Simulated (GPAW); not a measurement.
# A Bi chain with one O atom in line: converging a transmission, part 4 of 4

How do the numerical settings move the conductance of a Bi chain with one O atom in line?

GPAW 26.7.0; GPAW LCAO, PAW setups; Landauer transmission from Green's functions with principal layers (ASE), zero bias.

So far, transmission at the Fermi level (one spin): step 2 (base settings) 1.80; step 13 (width of the vacuum box, box 6 × 6 Å) 1.88; step 14 (varying the width of the vacuum box, box 7.5 × 7.5 Å) 1.80; step 15 (varying the width of the vacuum box, box 11 × 11 Å) 1.80; step 16 (varying the width of the vacuum box, box 13 × 13 Å) 1.80.

## (18) Density threshold: conv = 0.1

The Hamiltonian is taken from the last density. The density threshold is one of the tests that end the cycle; the energy must settle too, so a loose value may not be the test that decides.

This step: GPAW LCAO, PAW setups; Landauer transmission from Green's functions with principal layers (ASE), zero bias (GPAW 26.7.0).

run.py reads:

```python
import json
import numpy as np
from ase import Atoms
from ase.transport.calculators import TransportCalculator
from gpaw import GPAW, FermiDirac
from gpaw.lcao.tools import get_lcao_hamiltonian
from scipy.linalg import eigh

# The junction with lead layers at both ends, along the third cell vector
device = Atoms(
    ['Bi', 'Bi', 'Bi', 'Bi', 'O', 'Bi', 'Bi', 'Bi', 'Bi'],
    positions=[
        [4.50000, 4.50000, 1.45000],
        [4.50000, 4.50000, 4.35000],
        [4.50000, 4.50000, 7.25000],
        [4.50000, 4.50000, 10.15000],
        [4.50000, 4.50000, 12.08220],
        [4.50000, 4.50000, 14.01440],
        [4.50000, 4.50000, 16.91440],
        [4.50000, 4.50000, 19.81440],
        [4.50000, 4.50000, 22.71440]],
    cell=[[9.0, 0.0, 0.0], [0.0, 9.0, 0.0], [0.0, 0.0, 24.1644]],
    pbc=True)

# One principal layer of the lead: the first 2 atoms of the device
lead = Atoms(
    ['Bi', 'Bi'],
    positions=[
        [4.50000, 4.50000, 1.45000],
        [4.50000, 4.50000, 4.35000]],
    cell=[[9.0, 0.0, 0.0], [0.0, 9.0, 0.0], [0.0, 0.0, 5.8]],
    pbc=True)

settings = dict(mode='lcao', basis='dzp', xc='PBE', h=0.18,
                occupations=FermiDirac(0.1), maxiter=250,
                mixer=dict(beta=0.1, nmaxold=8, weight=100.0),
                convergence=dict(density=0.1))
energies = np.arange(-2, 2 + 1e-9, 0.05)
eta = 0.0001
n1, n2 = 1, 1
# k and -k transmit alike, so half of the mesh across the current serves
mesh = [(i, j) for i in range(n1) for j in range(n2) if (i, j) <= (-i % n1, -j % n2)]
weights = np.array([1 if (i, j) == (-i % n1, -j % n2) else 2 for i, j in mesh]) / (n1 * n2)


def ground_state(atoms, size, txt):
    atoms.calc = GPAW(kpts={'size': size, 'gamma': True}, symmetry={'tolerance': 1e-3}, txt=txt, **settings)
    atoms.get_potential_energy()
    return atoms.calc.get_fermi_level()


def blocks(atoms, fermi, points, nz, cells):
    """H - E_F S and S between cell 0 and the cells above it, at each point across the current."""
    kz = np.arange(nz) / nz
    calc = atoms.calc.fixed_density(kpts=[(*k, z) for k in points for z in kz], symmetry='off', txt=None)
    H, S = get_lcao_hamiltonian(calc)
    H = (H - fermi * S).reshape(len(H), len(points), nz, *S.shape[1:])
    S = S.reshape(H.shape[1:])
    phases = [np.exp(-2j * np.pi * kz * R) / nz for R in cells]
    return [(np.einsum('skzij,z->ksij', H, p), np.einsum('kzij,z->kij', S, p)) for p in phases]


def pair(a, b):
    return np.block([[a, b], [b.T.conj(), a]])


def count_channels(h, s, cells, nk=240):
    """Half the number of times that the lead's bands cross each energy, unfolded to its shortest repeat."""
    b = len(h) // cells
    bands = []
    for k in (np.arange(nk + 1) + 0.5) / nk:
        hk, sk = h[:b, :b].copy(), s[:b, :b].copy()
        for R in range(1, cells):
            phase, block = np.exp(2j * np.pi * k * R), slice(R * b, (R + 1) * b)
            hk += h[:b, block] * phase + (h[:b, block] * phase).T.conj()
            sk += s[:b, block] * phase + (s[:b, block] * phase).T.conj()
        bands.append(eigh(hk, sk, eigvals_only=True))
    below = np.array(bands)[:, :, None] < energies
    return (below[1:] != below[:-1]).sum((0, 1)) / 2


fermi_lead = ground_state(lead, (1, 1, 19), 'lead.txt')
fermi_device = ground_state(device, (1, 1, 3), 'device.txt')
T, channels, eigen, tail, misfit, shifts = [], [], [], 0.0, 0.0, []
for first in range(0, len(mesh), 1371):
    points = [(i / n1, j / n2) for i, j in mesh[first:first + 1371]]
    (H0k, S0k), (H1k, S1k), (H2k, _) = blocks(lead, fermi_lead, points, 5, range(3))
    [(Hk, Sk)] = blocks(device, fermi_device, points, 2, [0])
    tail = max(tail, abs(H2k).max())
    for H0, S0, H1, S1, H, S in zip(H0k, S0k, H1k, S1k, Hk, Sk):
        n = len(S0)
        # Shift the lead onto the potential of the device's first layer
        shift = ((H[:, 0, 0] - H0[:, 0, 0]) / S0[0, 0]).real.mean()
        shifts.append(shift)
        misfit = max(misfit, abs(H[:, :n, :n] - H0 - shift * S0).max())
        Tk, Ck, Ek = [], [], []
        for s in range(len(H)):
            t = s % len(H0)  # a lead without moments serves both spins
            h1, s1 = pair(H0[t] + shift * S0, H1[t] + shift * S1), pair(S0, S1)
            leads = dict(h1=h1, s1=s1, energies=energies, eta=eta, eta1=eta, eta2=eta)
            calc = TransportCalculator(h=H[s], s=S, eigenchannels=0, **leads)
            Tk.append(calc.get_transmission())
            Ck.append(count_channels(h1, s1, 4))
        T.append(Tk)
        channels.append(Ck)
        eigen.append(Ek)
T, channels = np.array(T), np.array(channels)
mean, open_channels = np.einsum('kse,k->se', T, weights), np.einsum('kse,k->se', channels, weights)

print(f'basis functions: device {len(S)}, principal layer {n}')
print(f'Fermi level: lead {fermi_lead:.4f} eV, device {fermi_device:.4f} eV; lead shifted by {np.mean(shifts):.4f} eV')
print(f'largest coupling past the next layer {tail:.2e} eV, largest misfit of the first layer {misfit:.3f} eV')
print('  E-E_F (eV)   ' + 'T (one spin)  channels')
for e, t, c in zip(energies, mean.T, open_channels.T):
    print(f'{e:10.3f}  ', *[f'{x:11.4e}' for x in t], *[f'{x:9.4f}' for x in c])

kT = 8.617333e-5 * 200
fine = np.linspace(energies[0], energies[-1], 4001)
both = np.exp(np.interp(fine, energies, np.log(np.maximum(mean.sum(0) * 2 / len(mean), 1e-30))))
fermi = lambda mu: 1 / (1 + np.exp(np.clip((fine - mu) / kT, -200, 200)))
slope = fermi(0) * (1 - fermi(0)) / kT
G = np.trapezoid(both * slope, fine) / 2
seebeck = -np.trapezoid(both * slope * fine, fine) / (2 * G * 200) * 1e6
print(f'conductance at 200 K: {G:.5g} G0 a cell; thermopower {seebeck:.4g} uV/K')
bias = [0.1, 0.2, 0.5, 1.0, 1.5, 2.0]
current = [38.74 * np.trapezoid(both * (fermi(V / 2) - fermi(-V / 2)), fine) for V in bias]
for V, I in zip(bias, current):
    print(f'current from the zero-bias T(E) at {V} V: {I:.5g} uA')
zero = abs(energies).argmin()
json.dump(dict(energies=energies.tolist(), T=mean.tolist(), channels=open_channels.tolist(), G=G, seebeck=seebeck,
               bias=bias, current=current, tail=tail, misfit=misfit, shift=np.mean(shifts), n_device=len(S), n_lead=n,
               fermi=[fermi_lead, fermi_device], energy=device.get_potential_energy(),
               moments=device.get_magnetic_moments().tolist(), mesh=mesh, weights=weights.tolist(),
               T_k=T[:, :, zero].tolist(), eigen=np.array(eigen[0]).tolist()), open('result.json', 'w'))
```

On the command line:

```bash
OMP_NUM_THREADS=1 OPENBLAS_NUM_THREADS=2 python run.py
```

The log of the run:

```text
basis functions: device 197, principal layer 46
Fermi level: lead -2.8492 eV, device -2.6983 eV; lead shifted by -0.0448 eV
largest coupling past the next layer 5.83e-06 eV, largest misfit of the first layer 0.066 eV
  E-E_F (eV)   T (one spin)  [channel counts left out]
    -2.000    3.3039e-01
    -1.950    3.3463e-01
    -1.900    3.3875e-01
    -1.850    3.4273e-01
    -1.800    3.4660e-01
    -1.750    3.5035e-01
    -1.700    3.5399e-01
    -1.650    3.5753e-01
    -1.600    3.6098e-01
    -1.550    3.6434e-01
    -1.500    3.6761e-01
    -1.450    4.8305e-01
    -1.400    7.3747e-01
    -1.350    9.9210e-01
    -1.300    1.1836e+00
    -1.250    1.3041e+00
[...]
1.650    9.6194e-01
     1.700    7.6073e-01
     1.750    5.0403e-01
     1.800    5.0606e-01
     1.850    5.0816e-01
     1.900    5.1032e-01
     1.950    5.1255e-01
     2.000    5.1485e-01
conductance at 200 K: 1.7909 G0 a cell; thermopower -0.1741 uV/K
current from the zero-bias T(E) at 0.1 V: 13.874 uA
current from the zero-bias T(E) at 0.2 V: 27.735 uA
current from the zero-bias T(E) at 0.5 V: 69.12 uA
current from the zero-bias T(E) at 1.0 V: 136.7 uA
current from the zero-bias T(E) at 1.5 V: 201.43 uA
current from the zero-bias T(E) at 2.0 V: 262.83 uA
```

Run time: 54 s. Hardware: 2 threads of Intel Xeon Platinum 8259CL at 2.50GHz (Skylake/Cascade Lake), shared host; peak memory 1.2 GiB.

This step gave:

```
conductance                                 : 1.791 G₀
largest misfit of the first principal layer : 0.06556 eV
shift that aligns the lead                  : -0.04477 eV
transmission at the Fermi level (one spin)  : 1.791
```

One spin. Table of transmission, zone mean by energy, zero at the Fermi level:

```csv
energy (eV),"transmission, zone mean"
-2.000,0.330
-1.800,0.347
-1.600,0.361
-1.400,0.737
-1.200,1.37
-1.000,1.45
-0.800,1.51
-0.600,1.61
-0.400,1.70
-0.200,1.76
0.000,1.79
0.100,1.79
0.200,1.79
0.400,1.78
0.600,1.75
0.800,1.71
1.000,1.64
1.200,1.52
1.400,1.36
1.600,1.09
1.800,0.506
2.000,0.515
```

Not self-consistent under bias; the bias window is split evenly. Table of current through one cell, from the zero-bias transmission by bias:

```csv
bias (V),"current through one cell, from the zero-bias transmission (μA)"
0.100,13.9
0.200,27.7
0.500,69.1
1.000,137
1.500,201
2.000,263
```

The conductance, 1.79 G₀, lies 0.5 % below that of the base run.

## (19) Varying the density threshold: conv = 0.01

run.py, as its differences from that of step 18:

```diff
@@ -36,3 +36,3 @@
                 mixer=dict(beta=0.1, nmaxold=8, weight=100.0),
-                convergence=dict(density=0.1))
+                convergence=dict(density=0.01))
 energies = np.arange(-2, 2 + 1e-9, 0.05)
```

The log of the run:

```text
basis functions: device 197, principal layer 46
Fermi level: lead -2.8492 eV, device -2.6983 eV; lead shifted by -0.0448 eV
largest coupling past the next layer 5.83e-06 eV, largest misfit of the first layer 0.066 eV
  E-E_F (eV)   T (one spin)  [channel counts left out]
    -2.000    3.3039e-01
    -1.950    3.3463e-01
    -1.900    3.3875e-01
    -1.850    3.4273e-01
    -1.800    3.4660e-01
    -1.750    3.5035e-01
    -1.700    3.5399e-01
    -1.650    3.5753e-01
    -1.600    3.6098e-01
    -1.550    3.6434e-01
    -1.500    3.6761e-01
    -1.450    4.8305e-01
    -1.400    7.3747e-01
    -1.350    9.9210e-01
    -1.300    1.1836e+00
    -1.250    1.3041e+00
[...]
1.650    9.6194e-01
     1.700    7.6073e-01
     1.750    5.0403e-01
     1.800    5.0606e-01
     1.850    5.0816e-01
     1.900    5.1032e-01
     1.950    5.1255e-01
     2.000    5.1485e-01
conductance at 200 K: 1.7909 G0 a cell; thermopower -0.1741 uV/K
current from the zero-bias T(E) at 0.1 V: 13.874 uA
current from the zero-bias T(E) at 0.2 V: 27.735 uA
current from the zero-bias T(E) at 0.5 V: 69.12 uA
current from the zero-bias T(E) at 1.0 V: 136.7 uA
current from the zero-bias T(E) at 1.5 V: 201.43 uA
current from the zero-bias T(E) at 2.0 V: 262.83 uA
```

Elapsed: 54 s, on 2 threads; peak memory 1.2 GiB.

One spin. Transmission, zone mean against energy, zero at the Fermi level:

energy (eV), transmission, zone mean and a bar from the least value:
```
    -2.00       0.33 
    -1.90       0.34 
    -1.80       0.35 
    -1.70       0.35 
    -1.55       0.36 #
    -1.45       0.48 ###
    -1.35       0.99 ##############
    -1.25       1.30 ####################
    -1.15       1.41 ######################
    -1.05       1.44 #######################
    -0.90       1.47 #######################
    -0.80       1.51 ########################
    -0.70       1.55 #########################
    -0.60       1.61 ##########################
    -0.50       1.66 ###########################
    -0.40       1.70 ############################
    -0.25       1.75 #############################
    -0.15       1.77 ##############################
    -0.05       1.79 ##############################
     0.00       1.79 ##############################
     0.05       1.79 ##############################
     0.10       1.79 ##############################
     0.15       1.79 ##############################
     0.25       1.79 ##############################
     0.40       1.78 ##############################
     0.50       1.77 #############################
     0.60       1.75 #############################
     0.70       1.74 #############################
     0.80       1.71 ############################
     0.90       1.68 ############################
     1.05       1.61 ##########################
     1.15       1.56 #########################
     1.25       1.49 ########################
     1.35       1.41 ######################
     1.45       1.31 ####################
     1.55       1.18 #################
     1.70       0.76 #########
     1.80       0.51 ####
     1.90       0.51 ####
     2.00       0.51 ####
```

Not self-consistent under bias; the bias window is split evenly. Current through one cell, from the zero-bias transmission against bias:

```csv
bias (V),"current through one cell, from the zero-bias transmission (μA)"
0.100,13.9
0.200,27.7
0.500,69.1
1.000,137
1.500,201
2.000,263
```

The conductance, 1.79 G₀, lies 0.5 % below that of the base run.

## (20) Varying the density threshold: conv = 0.001

run.py, as its differences from that of step 19:

```diff
@@ -36,3 +36,3 @@
                 mixer=dict(beta=0.1, nmaxold=8, weight=100.0),
-                convergence=dict(density=0.01))
+                convergence=dict(density=0.001))
 energies = np.arange(-2, 2 + 1e-9, 0.05)
```

The log of the run:

```text
basis functions: device 197, principal layer 46
Fermi level: lead -2.8497 eV, device -2.6979 eV; lead shifted by -0.0392 eV
largest coupling past the next layer 5.83e-06 eV, largest misfit of the first layer 0.059 eV
  E-E_F (eV)   T (one spin)  [channel counts left out]
    -2.000    3.3062e-01
    -1.950    3.3486e-01
    -1.900    3.3897e-01
[...]
1.950    5.1026e-01
     2.000    5.1248e-01
conductance at 200 K: 1.8002 G0 a cell; thermopower -0.2847 uV/K
current from the zero-bias T(E) at 0.1 V: 13.945 uA
current from the zero-bias T(E) at 0.2 V: 27.875 uA
current from the zero-bias T(E) at 0.5 V: 69.415 uA
current from the zero-bias T(E) at 1.0 V: 137 uA
current from the zero-bias T(E) at 1.5 V: 201.53 uA
current from the zero-bias T(E) at 2.0 V: 262.85 uA
```

Run time: 65 s. Hardware: 2 threads; peak memory 1.2 GiB.

The conductance equals that of the base run to 0.2 %.

## (21) Varying the density threshold: conv = 1e-06

run.py, as its differences from that of step 20:

```diff
@@ -36,3 +36,3 @@
                 mixer=dict(beta=0.1, nmaxold=8, weight=100.0),
-                convergence=dict(density=0.001))
+                convergence=dict(density=1e-06))
 energies = np.arange(-2, 2 + 1e-9, 0.05)
```

The log of the run:

```text
basis functions: device 197, principal layer 46
Fermi level: lead -2.8496 eV, device -2.6980 eV; lead shifted by -0.0396 eV
largest coupling past the next layer 5.83e-06 eV, largest misfit of the first layer 0.058 eV
  E-E_F (eV)   T (one spin)  [channel counts left out]
    -2.000    3.3047e-01
    -1.950    3.3470e-01
    -1.900    3.3879e-01
[...]
1.950    5.1009e-01
     2.000    5.1231e-01
conductance at 200 K: 1.7997 G0 a cell; thermopower -0.296 uV/K
current from the zero-bias T(E) at 0.1 V: 13.941 uA
current from the zero-bias T(E) at 0.2 V: 27.867 uA
current from the zero-bias T(E) at 0.5 V: 69.394 uA
current from the zero-bias T(E) at 1.0 V: 136.95 uA
current from the zero-bias T(E) at 1.5 V: 201.47 uA
current from the zero-bias T(E) at 2.0 V: 262.78 uA
```

Elapsed: 95 s, on 2 threads; peak memory 1.2 GiB.

One spin. Transmission, zone mean against energy, zero at the Fermi level:

```csv
energy (eV),"transmission, zone mean"
-2.00,0.330
-1.90,0.339
-1.80,0.347
-1.70,0.354
-1.55,0.364
-1.45,0.484
-1.35,1.02
-1.25,1.32
-1.15,1.43
-1.05,1.46
-0.90,1.49
-0.80,1.51
-0.70,1.55
-0.60,1.60
-0.50,1.64
-0.40,1.69
-0.25,1.75
-0.15,1.77
-0.05,1.79
0.00,1.80
0.05,1.80
0.15,1.81
0.25,1.80
0.40,1.79
0.50,1.77
0.60,1.75
0.70,1.73
0.80,1.70
0.90,1.66
1.05,1.60
1.15,1.54
1.25,1.48
1.35,1.40
1.45,1.30
1.55,1.16
1.70,0.749
1.80,0.504
1.90,0.508
2.00,0.512
```

The conductance equals that of the base run to 0.2 %.

## (22) Convergence in the density threshold

The runs and the base run on one axis.

This step: convergence of the conductance (GPAW 26.7.0).

Conductance against log10 of the density threshold:

```csv
log10 of the density threshold,conductance (G₀)
-6.00,1.80
-4.00,1.80
-3.00,1.80
-2.00,1.79
-1.00,1.79
```

## (23) Results

```
conductance at the base settings                         : 1.80 G₀
range over the k-points along the junction cell (1 to 6) : 1.80 to 1.81 G₀
range over the k-points along the lead (2 to 30)         : 1.79 to 1.88 G₀
range over the width of the vacuum box (5 to 13 Å)       : 1.80 to 2.03 G₀
range over the density threshold (1.0e-6 to 0.1)         : 1.79 to 1.80 G₀
```

What this shows: At the base settings the conductance, averaged at 200 K, is 1.80 G₀. In the k-points along the junction cell, no value tried moves the conductance by 3 %. In the k-points along the lead, 4 already gives the conductance within 3 % of the finest value tried; currents at finite bias may need more. In the width of the vacuum box, 7.5 Å already gives the conductance within 3 % of the finest value tried; currents at finite bias may need more. In the density threshold, no value tried moves the conductance by 3 %. The thresholds 0.01 and 0.1 ended after the same number of SCF steps: the energy test stopped those runs, so they are one result, not a plateau. T is read at the junction's Fermi level after the lead is aligned to it, so the test of the lead's mesh is blind to a shift of the lead's own level. Over the ranges tried, the width of the vacuum box moves it most, counted as a ratio. The geometry was built from estimated bond lengths and not relaxed, so the numbers describe this model structure. Spin-orbit coupling is left out, which matters for the heavy atoms here. An evenly spaced straight chain is an idealisation: free chains tend to dimerise, zigzag or, where a band edge lies near the Fermi level, turn magnetic. The currents use the zero-bias T(E) throughout, which holds only while the bias is small against the distance to the nearest feature.

[Logs are printed without paths, hosts, clocks, repeated set-up lines and the standing remarks that a program may print on its own settings, such as how far it seeks lower states.]

[Hosts, paths, dates, database ids (printed as entryN), source tags and the programs' standing remarks are cut or masked in the printed files.]
